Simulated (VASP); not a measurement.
# MnS (Fm-3m) in VASP: settings compared

One crystal, MnS, is run at these levels: PBE, RPBE; tasks: single point, relaxation of cell and atoms.

Program: VASP 6.6.1. These are calculated values, not measurements. Logs are shortened: lines on timing, memory, paths and dates and some standing lists are left out, and cuts for length are marked.

## 1. Starting point

Symmetry: Fm-3m, No. 225, cubic system. The conventional cell has a = 5.209 Å, b = 5.209 Å, c = 5.209 Å, α = 90.00°, β = 90.00°, γ = 90.00°. Mn (site symmetry m-3m) is surrounded by 6 S at 2.60 Å. S (site symmetry m-3m) is surrounded by 6 Mn at 2.60 Å.

## 2. Single point, PBE, collinear spin, ferromagnetic start

Input file run.py:

```python
from ase import Atoms
from ase.calculators.vasp import Vasp
from ase.dft.bandgap import bandgap

atoms = Atoms(
    ['Mn', 'S'],
    cell=[[0.0, 2.6045, 2.6045], [2.6045, 0.0, 2.6045], [2.6045, 2.6045, 0.0]],
    scaled_positions=[[0.0, 0.0, 0.0], [0.5, 0.5, 0.5]],
    pbc=True,
)
atoms.set_initial_magnetic_moments([4.0, 0.0])
calc = Vasp(
    directory='calc',
    xc='pbe',
    pp='PBE',
    setups='recommended',
    prec='Accurate',
    encut=520,
    ediff=1e-07,
    ismear=0,
    sigma=0.05,
    lreal=False,
    lasph=True,
    nelm=150,
    algo='Normal',
    isif=2,
    lwave=False,
    lcharg=False,
    ispin=2,
    lorbit=11,
    lmaxmix=4,
    kpts=[9, 9, 9],
    gamma=True,
)
atoms.calc = calc

print('energy (eV):', atoms.get_potential_energy())
print('free energy (eV):', atoms.get_potential_energy(force_consistent=True))
print('forces (eV/A):')
print(atoms.get_forces())
print('stress (eV/A^3, Voigt):', atoms.get_stress())
print('Fermi level (eV):', calc.get_fermi_level())
print('moment (muB):', atoms.get_magnetic_moment())
print('site moments (muB):', atoms.get_magnetic_moments())
gap, top, bottom = bandgap(calc)
print('band gap (eV):', gap, 'from (spin, k, band)', top, 'to', bottom)
```

Potentials or basis: VASP PAW PBE potentials, release 64 (Mn_pv, S).

The run is started by

```sh
> python run.py
```

Log:

```text
energy (eV): -14.06646157
free energy (eV): -14.06700446
forces (eV/A):
[[ 0. -0. -0.]
 [ 0.  0.  0.]]
stress (eV/A^3, Voigt): [0.0179737 0.0179737 0.0179737 0.        0.        0.       ]
Fermi level (eV): 6.62477564
moment (muB): 4.7174255
site moments (muB): [4.26  0.107]
band gap (eV): 0.0 from (spin, k, band) (None, None, None) to (None, None, None)
```

OUTCAR:

```text
ENCUT = 520.000000
   EDIFF = 1.00e-07
   GGA = PE
   PREC = Accurate
   ISIF = 2
   ISMEAR = 0
   ISPIN = 2
   LORBIT = 11
   NELM = 150
   LASPH = .TRUE.
   LREAL = .FALSE.

 ion  position               nearest neighbor table
   1  0.000  0.000  0.000-   2 2.60   2 2.60   2 2.60   2 2.60   2 2.60   2 2.60
   2  0.500  0.500  0.500-   1 2.60   1 2.60   1 2.60   1 2.60   1 2.60   1 2.60

  LATTYP: Found a face centered cubic cell.
 ALAT       =     5.2090000000

  Lattice vectors:

 A1 = (   0.0000000000,   2.6045000000,   2.6045000000)
 A2 = (   2.6045000000,   0.0000000000,   2.6045000000)
 A3 = (   2.6045000000,   2.6045000000,   0.0000000000)

Analysis of symmetry for initial positions (statically):
=====================================================================
 Subroutine PRICEL returns:
 Original cell was already a primitive cell.

 Routine SETGRP: Setting up the symmetry group for a
 face centered cubic supercell.

 Subroutine GETGRP returns: Found 48 space group operations
 (whereof 48 operations were pure point group operations)
 out of a pool of 48 trial point group operations.

The static configuration has the point symmetry O_h .

Analysis of symmetry for dynamics (positions and initial velocities):
=====================================================================
 Subroutine PRICEL returns:
 Original cell was already a primitive cell.

 Routine SETGRP: Setting up the symmetry group for a
 face centered cubic supercell.

 Subroutine GETGRP returns: Found 48 space group operations
 (whereof 48 operations were pure point group operations)
 out of a pool of 48 trial point group operations.

The dynamic configuration has the point symmetry O_h .

Analysis of structural, dynamic, and magnetic symmetry:
=====================================================================
 Subroutine PRICEL returns:
 Original cell was already a primitive cell.

 Routine SETGRP: Setting up the symmetry group for a
 face centered cubic supercell.

 Subroutine GETGRP returns: Found 48 space group operations
 (whereof 48 operations were pure point group operations)
 out of a pool of 48 trial point group operations.

The overall configuration has the point symmetry O_h .

 Subroutine INISYM returns: Found 48 space group operations
 (whereof 48 operations are pure point group operations),
 and found     1 'primitive' translations

----------------------------------------------------------------------------------------

                                     Primitive cell

  volume of cell :      35.3348

  direct lattice vectors                    reciprocal lattice vectors
     0.000000000  2.604500000  2.604500000    -0.191975427  0.191975427  0.191975427
     2.604500000  0.000000000  2.604500000     0.191975427 -0.191975427  0.191975427
     2.604500000  2.604500000  0.000000000     0.191975427  0.191975427 -0.191975427

  length of vectors
     3.683319223  3.683319223  3.683319223     0.332511194  0.332511194  0.332511194

  position of ions in fractional coordinates (direct lattice)
     0.000000000  0.000000000  0.000000000
     0.500000000  0.500000000  0.500000000

  ion indices of the primitive-cell ions
   primitive index   ion index
                 1           1
                 2           2

----------------------------------------------------------------------------------------

 KPOINTS: KPOINTS created by Atomic Simulation Env

Automatic generation of k-mesh.
 Grid dimensions read from file:
 generate k-points for:    9    9    9

 Generating k-lattice:

  Cartesian coordinates                     Fractional coordinates (reciprocal lattice)
    -0.021330603  0.021330603  0.021330603     0.111111111  0.000000000  0.000000000
     0.021330603 -0.021330603  0.021330603     0.000000000  0.111111111  0.000000000
     0.021330603  0.021330603 -0.021330603     0.000000000  0.000000000  0.111111111

  Length of vectors
     0.036945688  0.036945688  0.036945688

  Shift w.r.t. Gamma in fractional coordinates (k-lattice)
     0.000000000  0.000000000  0.000000000
[... 60 lines left out ...]
   NELM   =    150;   NELMIN=  2; NELMDL= -5     # of ELM steps
   EDIFF  = 0.1E-06   stopping-criterion for ELM
   LREAL  =      F    real-space projection
   EDIFFG = 0.1E-05   stopping-criterion for IOM
   NSW    =      0    number of steps for IOM
   IBRION =     -1    ionic relax: 0-MD 1-quasi-New 2-CG
   NFREE  =      0    steps in history (QN), initial steepest desc. (CG)
   ISIF   =      2    stress and relaxation
   ISYM   =      2    0-nonsym 1-usesym 2-fastsym
   POTIM  = 0.5000    time-step for ionic-motion
   TEBEG  =    0.0;   TEEND  =   0.0 temperature during run
   PSTRESS=    0.0 pullay stress
   NELECT =      19.0000    total number of electrons
   NUPDOWN=      -1.0000    fix difference up-down
   EMIN   =  10.00;   EMAX   =-10.00  energy-range for DOS
   EFERMI =   0.00;   METHOD = LEGACY
   ISMEAR =     0;   SIGMA  =   0.05  broadening in eV -4-tet -1-fermi 0-gaus
   EFERMI_NEDOS =   21; number of points for ismear=-14 and -15
   IALGO  =     38    algorithm
   IMIX   =      4    mixing-type and parameters
     AMIX     =   0.40;   BMIX     =  1.00
     AMIX_MAG =   1.60;   BMIX_MAG =  1.00
  volume/ion in A,a.u.               =      17.67       119.23
  Fermi-wavevector in a.u.,A,eV,Ry     =   1.331246  2.515690 24.112464  1.772216
  Thomas-Fermi vector in A             =   2.460272
   LORBIT       =     11    0 simple, 1 ext, 2 COOP (PROOUT), +10 PAW based schemes
   GGA     = PE    functional components
   LHFCALC =     F    Hartree Fock is set to
   AEXX    =    0.0000 exact exchange contribution
   IVDW    =     0    specifies the selected vdW correction
   LEPSILON=     F    determine dielectric tensor
   LRPA    =     F    only Hartree local field effects (RPA)
 spin polarized calculation
 Gauss-broadening in eV      SIGMA  =   0.05
  energy-cutoff  :      520.00
  volume of cell :       35.33
 maximum number of plane-waves:       963
   NGX = 13   NGY = 13   NGZ = 13

 number of electron      18.9999989 magnetization       4.7174255

 Free energy of the ion-electron system (eV)
  ---------------------------------------------------
  ext. energy  EPLUGINS =         0.00000000
  ---------------------------------------------------
  free energy    TOTEN  =       -14.06700446 eV

  energy without entropy =      -14.06591868  energy(sigma->0) =      -14.06646157

 E-fermi :   6.6248     XC(G=0): -10.6418

 val. band max:        6.6175570346   @ k =  -0.2222   0.1111   0.0000
 cond. band min:       6.6427117578   @ k =  -0.3333   0.2222   0.0000
 fundamental gap:      0.0251547232
 Fermi energy:         6.6247756433

 spin component 1

 k-point     1 :       0.0000    0.0000    0.0000
  band No.  band energies     occupation
      1     -44.0609      1.00000
      2     -44.0609      1.00000
      3     -44.0609      1.00000
      4      -7.9388      1.00000
      5       3.2551      1.00000
      6       3.2551      1.00000
      7       3.2551      1.00000
      8       3.3539      1.00000
      9       3.3539      1.00000
     10       4.7679      1.00000
     11       4.7679      1.00000
     12       4.7679      1.00000
     13       8.3520      0.00000
     14      15.2330      0.00000
[... 598 lines left out ...]
      1     -44.0666      1.00000
      2     -44.0657      1.00000
      3     -44.0639      1.00000
      4      -6.3917      1.00000
      5       0.9826      1.00000
      6       1.5040      1.00000
      7       1.7094      1.00000
      8       3.8094      1.00000
      9       3.8866      1.00000
     10       4.0602      1.00000
     11       4.2843      1.00000
     12       4.8129      1.00000
     13      10.6085      0.00000
     14      13.0093      0.00000
     15      13.4290      0.00000
 Fermi energy:         6.6247756433

 spin component 2

 k-point     1 :       0.0000    0.0000    0.0000
  band No.  band energies     occupation
      1     -39.5268      1.00000
      2     -39.5268      1.00000
      3     -39.5268      1.00000
      4      -7.6432      1.00000
      5       4.9846      1.00000
      6       4.9846      1.00000
      7       4.9846      1.00000
      8       6.9524      0.00000
      9       6.9524      0.00000
     10       6.9524      0.00000
     11       6.9959      0.00000
     12       6.9959      0.00000
     13       9.3937      0.00000
     14      16.2510      0.00000
[... 599 lines left out ...]
      2     -39.5332      1.00000
      3     -39.5307      1.00000
      4      -6.1480      1.00000
      5       1.5817      1.00000
      6       2.1198      1.00000
      7       2.6883      1.00000
      8       7.4670      0.00000
      9       7.7424      0.00000
     10       7.9034      0.00000
     11       8.1603      0.00000
     12       8.2576      0.00000
     13      12.1388      0.00000
     14      13.8923      0.00000
     15      14.2097      0.00000

------------------------ aborting loop because EDIFF is reached ----------------------------------------

  FORCE on cell =-STRESS in cart. coord.  units (eV):
  Direction    XX          YY          ZZ          XY          YZ          ZX
  --------------------------------------------------------------------------------------
  -------------------------------------------------------------------------------------
  Total       -0.6350975     -0.6350975     -0.6350975     -0.0000000     -0.0000000     -0.0000000
  in kB      -28.7970431    -28.7970431    -28.7970431     -0.0000000     -0.0000000     -0.0000000
  external PRESSURE =     -28.7970431 kB  Pullay stress =       0.0000000 kB

 VOLUME and BASIS-vectors are now :
 -----------------------------------------------------------------------------
  energy-cutoff  :      520.00
  volume of cell :       35.33
      direct lattice vectors                 reciprocal lattice vectors
     0.000000000  2.604500000  2.604500000    -0.191975427  0.191975427  0.191975427
     2.604500000  0.000000000  2.604500000     0.191975427 -0.191975427  0.191975427
     2.604500000  2.604500000  0.000000000     0.191975427  0.191975427 -0.191975427

 POSITION                                       TOTAL-FORCE (eV/Angst)
 -----------------------------------------------------------------------------------
      0.00000      0.00000      0.00000         0.000000     -0.000000     -0.000000
      2.60450      2.60450      2.60450         0.000000      0.000000      0.000000
 -----------------------------------------------------------------------------------
    total drift:                               -0.000000      0.000000      0.000000

  FREE ENERGIE OF THE ION-ELECTRON SYSTEM (eV)
  ---------------------------------------------------
  free  energy   TOTEN  =       -14.0670044557 eV

  energy  without entropy=      -14.0659186810  energy(sigma->0) =      -14.06646157

 total charge

# of ion       s       p       d       tot
------------------------------------------
    1        0.215   6.162   4.928  11.305
    2        1.328   2.401   0.000   3.728
--------------------------------------------------
tot          1.542   8.563   4.928  15.033

 magnetization (x)

# of ion       s       p       d       tot
------------------------------------------
    1        0.052   0.039   4.170   4.260
    2        0.027   0.080   0.000   0.107
--------------------------------------------------
tot          0.078   0.119   4.170   4.367
```

INCAR:

```text
ENCUT = 520.000000
SIGMA = 0.050000
EDIFF = 1.00e-07
ALGO = Normal
GGA = PE
PREC = Accurate
ISIF = 2
ISMEAR = 0
ISPIN = 2
LMAXMIX = 4
LORBIT = 11
NELM = 150
LASPH = .TRUE.
LCHARG = .FALSE.
LWAVE = .FALSE.
LREAL = .FALSE.
MAGMOM = 1*4.0000 1*0.0000
```

Wall time 43 s (1 thread of Intel Xeon Platinum 8488C (Sapphire Rapids), shared host); peak memory 0.18 GiB.

Results:

```
Free energy                                           : -14.0670 eV
Pressure                                              : -2.9 GPa
Band gap on the k mesh                                : none (metal or under the smearing width)
Net moment                                            : 4.72 μB per cell
Site moments                                          : Mn +4.26; S +0.11 μB
Valence electrons inside the program's atomic spheres : Mn 11.30; S 3.73
```

Caveat: a cell with one magnetic atom can't hold antiferromagnetic order, which such compounds often take; semilocal functionals often make such compounds metallic where correlation or magnetic order opens a gap, which also shifts bond lengths. With open d or f shells a metallic result of PBE can be an artefact of self-interaction; +U or a hybrid may open a gap.

## 3. Relaxation of cell and atoms, PBE, collinear spin, ferromagnetic start

Input file INCAR:

```
SYSTEM = MnS
ALGO = Normal ; EDIFF = 1E-6
EDIFFG = -0.02 ; ENCUT = 600
GGA = PE ; IBRION = 2
ISIF = 3 ; ISMEAR = -1
ISPIN = 2 ; LASPH = .TRUE.
LCHARG = .FALSE. ; LMAXMIX = 4
LORBIT = 11 ; LREAL = .FALSE.
LWAVE = .FALSE. ; MAGMOM = 4 0
NELM = 150 ; NSW = 40
PREC = Accurate ; SIGMA = 0.05
```

Input file KPOINTS:

```
k-points
0
G
  8 8 8
  0 0 0
```

Input file POSCAR:

```
MnS
1.0
    0.0000000000      2.6045000000      2.6045000000
    2.6045000000      0.0000000000      2.6045000000
    2.6045000000      2.6045000000      0.0000000000
Mn S
1 1
Direct
    0.0000000000      0.0000000000      0.0000000000
    0.5000000000      0.5000000000      0.5000000000
```

Potentials or basis: VASP PAW PBE potentials, release 64 (Mn_pv, S).

The run is started by

```sh
> cat potpaw_PBE.64/Mn_pv/POTCAR potpaw_PBE.64/S/POTCAR > POTCAR
> mpirun -np 1 vasp_std > vasp.out
```

Run time: 86 s. Hardware: 1 thread of Intel Xeon Platinum 8259CL at 2.50GHz (Skylake/Cascade Lake), shared host; peak memory 0.2 GiB.

It converged, with:

```yaml
Free_energy: -14.0916 eV
Relaxed_volume: 16.84 Å³/atom
Relaxed_cell: a = 3.625 Å, b = 3.625 Å, c = 3.625 Å, α = 60.00°, β = 60.00°, γ = 60.00°
Space_group_after_relaxing_to_0.05_Å: Fm-3m (No. 225)
Energy_gained_by_relaxing: 8.5 meV/atom
Ionic_steps: 3
Pressure_after_relaxing: 0.0 GPa
Band_gap_on_the_k_mesh: none (metal or under the smearing width)
Net_moment: 4.62 μB per cell
Site_moments: Mn +4.19; S +0.10 μB
Valence_electrons_inside_the_program's_atomic_spheres: Mn 11.35; S 3.74
```

The path:
| step | energy change (eV) | largest force (eV/Å) | pressure (GPa) | volume (Å³) |
| --- | --- | --- | --- | --- |
| 1 | 0.0000 | 0.0000 | -3.22 | 35.33 |
| 2 | -0.0169 | 0.0000 | 0.26 | 33.55 |
| 3 | -0.0170 | 0.0000 | 0.00 | 33.67 |

Final structure:
```
CELL_PARAMETERS angstrom
0.00000 2.56303 2.56303
2.56303 0.00000 2.56303
2.56303 2.56303 0.00000
ATOMIC_POSITIONS crystal
Mn 0.00000 0.00000 0.00000
S 0.50000 0.50000 0.50000
```

Levels at points of the mesh, in eV from the Fermi level:
Spin up:
```tsv
k point	band 10	band 11	band 12	band 13	band 14	band 15
(0.00, 0.00, 0.00)	-1.92	-1.92	-1.92	2.09	8.71	8.71
(0.50, 0.00, 0.00)	-2.41	0.58	0.58	2.86	5.44	5.44
(0.50, 0.50, 0.00)	-2.66	-2.66	-2.12	0.98	5.54	10.58
```
Spin down:
```
           k point  band 4  band 5  band 6  band 7  band 8  band 9  band 10  band 11
(0.00, 0.00, 0.00)  -14.61   -1.70   -1.70   -1.70    0.20    0.20     0.20     0.27
(0.50, 0.00, 0.00)  -13.21   -6.67   -3.54   -3.54    1.25    1.25     1.47     3.33
(0.50, 0.50, 0.00)  -13.04   -5.83   -3.31   -3.31   -1.00    0.73     1.52     1.52
```

Caveat: a cell with one magnetic atom can't hold antiferromagnetic order, which such compounds often take; semilocal functionals often make such compounds metallic where correlation or magnetic order opens a gap, which also shifts bond lengths.

## 4. Single point, RPBE, collinear spin, ferromagnetic start

Input file INCAR:

```
SYSTEM = MnS
  PREC = Accurate
  ENCUT = 550
  EDIFF = 1E-6
  ISMEAR = 0
  SIGMA = 0.02
  LREAL = .FALSE.
  LASPH = .TRUE.
  NELM = 100
  ALGO = Fast
  ISIF = 2
  LWAVE = .FALSE.
  LCHARG = .FALSE.
  ISPIN = 2
  MAGMOM = 4 0
  LORBIT = 11
  LMAXMIX = 4
  GGA = RP
  NBANDS = 18
```

Input file KPOINTS:

```
regular mesh
0
G
  9 9 9
  0 0 0
```

Input file POSCAR:

```
MnS
3.6833
    0.000000000000      0.707110471588      0.707110471588
    0.707110471588      0.000000000000      0.707110471588
    0.707110471588      0.707110471588      0.000000000000
Mn S
1 1
Direct
    0.0000000000      0.0000000000      0.0000000000
    0.5000000000      0.5000000000      0.5000000000
```

Potentials or basis: VASP PAW PBE potentials, release 64 (Mn_GW, S_GW).

The run is started by

```sh
> cat potpaw_PBE.64/Mn_GW/POTCAR potpaw_PBE.64/S_GW/POTCAR > POTCAR
> mpirun -np 1 vasp_std > vasp.out
```

Wall time 39 s (1 thread of Intel Xeon Platinum 8559C (Emerald Rapids), shared host); peak memory 0.2 GiB.

Results (log left out):

* Free energy: -13.4448 eV
* Pressure: 0.7 GPa
* Band gap on the k mesh: none (metal or under the smearing width)
* Net moment: 4.79 μB per cell
* Site moments: Mn +4.35; S +0.14 μB
* Valence electrons inside the program's atomic spheres: Mn 5.54; S 3.73

Levels at points of the mesh, in eV from the Fermi level:
Spin up:
```tsv
k point	band 6	band 7	band 8	band 9	band 10	band 11	band 12	band 13
(0.00, 0.00, 0.00)	-3.37	-1.84	-1.84	-1.84	1.81	8.52	8.52	8.52
```
Spin down:
```
           k point  band 1  band 2  band 3  band 4  band 5  band 6  band 7  band 8  band 9
(0.00, 0.00, 0.00)  -14.23   -1.62   -1.62   -1.62    0.42    0.42    0.42    0.43    0.43
```

Caveat: the PAW data sets were made with another functional, which shifts forces and pressure a little; a cell with one magnetic atom can't hold antiferromagnetic order, which such compounds often take; semilocal functionals often make such compounds metallic where correlation or magnetic order opens a gap, which also shifts bond lengths.

(Continued in part 2 of 2.)
